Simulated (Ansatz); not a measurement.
# Al2Cu: the cost of one run

Method: DFT PBE, scalar-relativistic, plane waves, PAW, in Ansatz 0.2.0.

6 further runs of the same task are left out: 6 set aside as unsound or not needed.

## 1. The structure to begin with

The structure is tetragonal, space group P4/mmm (No. 123). Conventional cell: a = 4.121 Å, b = 4.121 Å, c = 2.885 Å, α = 90.00°, β = 90.00°, γ = 90.00°. Al (site symmetry mmm) is surrounded by 4 Cu at 2.52 Å and 6 Al at 2.88 to 2.91 Å. Cu (site symmetry 4/mmm) is surrounded by 8 Al at 2.52 Å and 2 Cu at 2.88 Å.

As a file:

```cif
data_structure
_symmetry_space_group_name_H-M 'P4/mmm'
_symmetry_Int_Tables_number 123
_cell_length_a 4.1212
_cell_length_b 4.1212
_cell_length_c 2.8847
_cell_angle_alpha 90.000
_cell_angle_beta 90.000
_cell_angle_gamma 90.000
_cell_volume 48.99
loop_
_atom_site_label
_atom_site_type_symbol
_atom_site_symmetry_multiplicity
_atom_site_Wyckoff_symbol
_atom_site_fract_x
_atom_site_fract_y
_atom_site_fract_z
_atom_site_occupancy
Al1 Al 2 e 0.50000 0.00000 0.50000 1
Cu1 Cu 1 a 0.00000 0.00000 0.00000 1
```

It goes back to an entry of the Materials Project, which need not be the stable form.

It is the result of an earlier relaxation at this level (volume 16.33 Å³/atom; gap on the mesh: none (metal)).

## 2. Plan of the line

The energy is mapped over a normal mode and a strain (zone-centre modes of the cell shown) (x along [1 0 0], y along [0 1 0], z along [0 0 1] of the conventional cell).

First coordinate, amplitude of mode 9 (339 cm⁻¹), largest displacement in the unstrained cell: 9 values from −0.142 Å. Second coordinate, equal normal strain along x and y: 7 values from −4.00 %.

Nothing else is relaxed (the pattern is fixed in fractional coordinates). Energies count from the relaxed high-symmetry cell. Points are written as (first, second).

The modes come from a phonon run on the reference cell, made beforehand.

Displacement patterns for an amplitude of 1 (Å):

| atom | x1 | y1 | z1 |
| --- | --- | --- | --- |
| Al1 | 0.000 | -0.227 | 0.000 |
| Al2 | 0.000 | 1.000 | 0.000 |
| Cu3 | 0.000 | -0.328 | 0.000 |

## 3. Point (−0.142 Å, −4.00 %)

Contents of input.yaml:

```yaml
crystal:
  lattice:
    - [3.9563161217, 0.0, 0.0]
    - [0.0, 3.9563161217, 0.0]
    - [0.0, 0.0, 2.8847334069]
  atoms:
    - { symbol: Al, position: [0.5, 0.0078152784, 0.5] }
    - { symbol: Al, position: [0.0, 0.4655437038, 0.5] }
    - { symbol: Cu, position: [0.0, 0.0113117371, 0.0] }
basis:
  ecutwfc: 520.0
kpoints:
  mp_grid: { grid: [10, 10, 14] }
hamiltonian:
  xc: pbe
  pseudopotentials: { kind: paw, azcp: { folder: soft_1 } }
scf:
  occupations: { method: gaussian, width: 0.15 }
output:
  forces: true
  stress: true
  eigenvalues: true
```

The run is started by

```
$ ansatz run input.yaml --threads 2 --pin off --max-ram 4096MiB --backend cpu --events-out ev --progress --plain --runs-dir out
```

What time and memory should one allow on 2 threads of Arm Neoverse N1, shared host?

About 29 s, with a peak of 0.56 GiB.
